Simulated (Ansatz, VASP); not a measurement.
## Mo: VASP beside Ansatz

```
Mo
1.0
    -1.59048    1.59048    1.59048
     1.59048   -1.59048    1.59048
     1.59048    1.59048   -1.59048
Mo
1
Direct
  0.00000 0.00000 0.00000
```

Change from the starting cell: volume scaled by 1.02, PAW files.

Alike in both runs: task electric field gradients; functional PBE; k mesh 16 × 16 × 16; occupations fermi-dirac, width 0.03 eV; no spin polarisation.

|  | VASP | Ansatz |
| --- | --- | --- |
| version | VASP 6.6.1 | Ansatz 0.2.0 |
| potentials or method | VASP PAW PBE potentials, release 64 (Mo_sv) | PAW with Ansatz's default frozen-core files, scalar-relativistic |
| plane-wave cutoff (eV) | 520 | 420 |
| valence electrons in the cell | 14 | 14 |

```tsv
	VASP	Ansatz	Ansatz less VASP
pressure (GPa)	-4.5	-4.9	-0.47
Vzz of the field gradient on the site that differs most (V/Å²)	0.0	0.0	0.00
```

With one functional, cell and mesh, what is left measures potentials, basis and numerics. Ansatz warned: «gradients_without_spin_orbit».
